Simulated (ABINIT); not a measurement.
Input of an ABINIT 10.8.3 (patched build) run:

run.abi

```
# Pseudopotentials
pp_dirpath "./"
pseudos "Hg.LDA_PW-JTH.xml, Se.LDA_PW-JTH.xml"

# Structure
acell 3*1.0 Angstrom
rprim
     0.0000000000     3.0390000000     3.0390000000
     3.0390000000     0.0000000000     3.0390000000
     3.0390000000     3.0390000000     0.0000000000
ntypat 2
znucl 80 34
natom 2
typat 1 2
xred
     0.0000000000     0.0000000000     0.0000000000
     0.7500000000     0.7500000000     0.7500000000

# Plane-wave basis
ecut 408.170794 eV
pawecutdg 30.0

# k points
kptopt 1
ngkpt 6 6 6
nshiftk 1
shiftk 0.0 0.0 0.0

# Exchange and correlation
ixc 7

# Bands and occupations
nband 13
occopt 3
tsmear 0.00183747

# SCF cycle
nstep 100
tolvrs 1.0e-9

# Output
iomode 3
prtwf 0
prtden 0
prteig 0
prtebands 0
enunit 2
```

Potentials or basis: JTH PAW LDA v2.0.

Run with:

```console
$ abinit run.abi > log 2>&1
```

(1) Estimate the band gap on the k mesh.

Results:

(1) none (metal or under the smearing width).
